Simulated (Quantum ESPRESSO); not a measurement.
Hf under changes of volume

One of the cells (21.882 Å³/atom); the others are scaled copies at fixed shape and fractional positions:

```
Hf
1.0
     0.00000    2.22000    2.22000
     2.22000    0.00000    2.22000
     2.22000    2.22000    0.00000
Hf
1
Cartesian
  0.0000 0.0000 0.0000
```

This isn't the form of Hf at room conditions, which is hcp.

| Item | Value |
| --- | --- |
| Program | Quantum ESPRESSO 7.5 |
| Functional | PBE |
| Potentials or basis | SSSP 1.3 efficiency PBE |
| Cutoff | 816 eV |
| Density cutoff | 3265 eV |
| k mesh | 10 × 10 × 10 |
| Occupations | fermi-dirac, width 0.05 eV |
| Spin | no spin polarisation |

```csv
volume (Å³/atom),energy over the lowest point (meV/atom),pressure (GPa)
20.569,62.17,11.2
21.007,35.66,8.3
21.444,16.95,5.6
21.882,5.29,3.2
22.320,0.00,1.0
22.757,0.46,-1.0
23.195,?,?
```

**Question.** What does the run at 23.195 Å³/atom give?

**Answer.** Energy over the lowest point 6.11 meV/atom; pressure -2.8 GPa.

Worked out: A Birch-Murnaghan fit of order 3 (a polynomial in V^(-2/3)) to the other rows has its minimum at 22.50 Å³/atom with B0 = V·E''(V) = 104 GPa and B' = 4.1. It gives 6.15 meV/atom at 23.195 Å³/atom, against the run's 6.11, and -dE/dV = -3.0 GPa, against -2.8.

Energies are extrapolated to zero smearing.
